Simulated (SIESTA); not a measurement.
The system is MgB2.

```
Mg B
1.0
     3.08500    0.00000    0.00000
    -1.54250    2.67169    0.00000
     0.00000    0.00000    3.52300
Mg B
1 2
Direct
  0.00000 0.00000 0.00000
  0.66667 0.33333 0.50000
  0.33333 0.66667 0.50000
```

```yaml
Program: SIESTA 5.4.2
Task: single point
Functional: PBE
Potentials_or_basis: PseudoDojo 0.4 standard (PBE files)
Basis: DZP (energy shift 0.002 Ry)
Grid_cutoff: 800 Ry
Energy_shift: 0.002 Ry
k_mesh: 10 × 10 × 8
Occupations: fermi-dirac, width 0.05 eV
Spin: no spin polarisation
```

On this cell: pressure 4.4 GPa; largest force under 0.003 eV/Å; band gap on the k mesh none (metal or under the smearing width).

The same run follows on a disturbed copy (atoms moved at random, drawn with an rms of 0.05 Å):

```xyz
3
Lattice="3.0850 0.0000 0.0000 -1.5425 2.6717 0.0000 0.0000 0.0000 3.5230" Properties=species:S:1:pos:R:3 pbc="T T T"
Mg    0.0703   -0.0171   -0.0345
B     1.5536    0.8592    1.7323
B     0.0098    1.7804    1.7941
```

Q: What does the disturbed cell give?

A: The energy (extrapolated to zero smearing) moves by +11.4 meV/atom; pressure 4.6 GPa; largest force 0.738 eV/Å; band gap on the k mesh none (metal or under the smearing width).

Forces in eV/Å, atoms in the order of the input:
```
Mg  -0.305  0.014  0.242
B    0.143  0.196  0.446
B    0.161 -0.203 -0.691
```

Stress tensor (GPa, compression positive):
```
 5.11 -0.01 -0.30
-0.01  6.51  0.13
-0.30  0.13  2.30
```

Caveats: semicore shells carry a single zeta, which can move pressures by several GPa and volumes by a few percent; the basis of atomic orbitals isn't converged, which shifts pressures, moduli and gaps.
